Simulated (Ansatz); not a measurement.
Rows from a G0W0 calculation on Sb on the P site in GaP (32-atom cell) (Ansatz 0.2.0; G0W0 on LDA, plane waves, PAW; 2×2×2 mesh, 1255 empty bands, screening to 130 eV), in eV. Spin-orbit coupling is left out.

```
row  k  band  start       Σx  Σc at the solution      Vxc
  A  Γ    v1  7.253  -17.006               1.199  -15.566
  B  Γ    v4  6.229  -16.260               1.457  -14.531
  C  Γ    c1  8.442   -7.769              -3.783  -11.915
  D  Γ    c4  8.785   -7.990              -3.841  -12.264
  E  Γ    c2  8.657   -7.019              -3.764  -11.071
```

**Question.** Work out each quasiparticle level and how far it moved.

The quasiparticle equation reads E = start + Σx + Σc(E) − Vxc.

```
row  E (eV)  shift (eV)
  A   7.012      −0.241
  B   5.956      −0.272
  C   8.804      +0.363
  D   9.218      +0.433
  E   8.944      +0.287
```

Limits: not at the basis limit; no spin-orbit coupling.

[Paths, hosts, dates, memory and timing lines, banners, echoed tables and standing remarks are left out of the program output.]

[Logs are printed without paths, hosts, clocks, repeated set-up lines and the standing remarks that a program may print on its own settings, such as how far it seeks lower states.]

[Runs of the session that timed out or met a known fault of the program may be left out.]

[Cells called generated may have been cut or substituted from an entry of the Crystallography Open Database or the Materials Project.]

[Hosts, paths, dates, database ids (printed as entryN), source tags and the programs' standing remarks are cut or masked in the printed files.]
